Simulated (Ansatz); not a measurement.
Input and command of a plane-wave DFT calculation in Ansatz:

```yaml
crystal:
  lattice:
    - [0.0, 2.7428336831, 2.7428336831]
    - [2.7428336831, 0.0, 2.7428336831]
    - [2.7428336831, 2.7428336831, 0.0]
  atoms:
    - { symbol: Sr, position: [0.5, 0.5, 0.5] }
    - { symbol: Cl, position: [0.0, 0.0, 0.0] }
basis:
  ecutwfc: 420
kpoints:
  mp_grid: { grid: [6, 6, 6] }
hamiltonian:
  xc: pbesol
scf:
  occupations: { method: gaussian, width: 0.1 }
output:
  forces: true
  stress: true
  eigenvalues: true
```

```bash
ansatz run input.yaml --threads 1 --pin off --max-ram 2560MiB --backend cpu --events-out ev --progress --plain --runs-dir out
```

Processor: Arm Neoverse V1, 1 thread, on a host shared with other jobs.

**Question.** How long does it run, and how much memory does it take?

**Answer.** About 0.94 s on 1 thread of Arm Neoverse V1 (shared host), peak memory 0.26 GiB. It solves 13 bands at 16 k points (the mesh reduced by symmetry) with about 869 plane waves, in 6 SCF iterations.
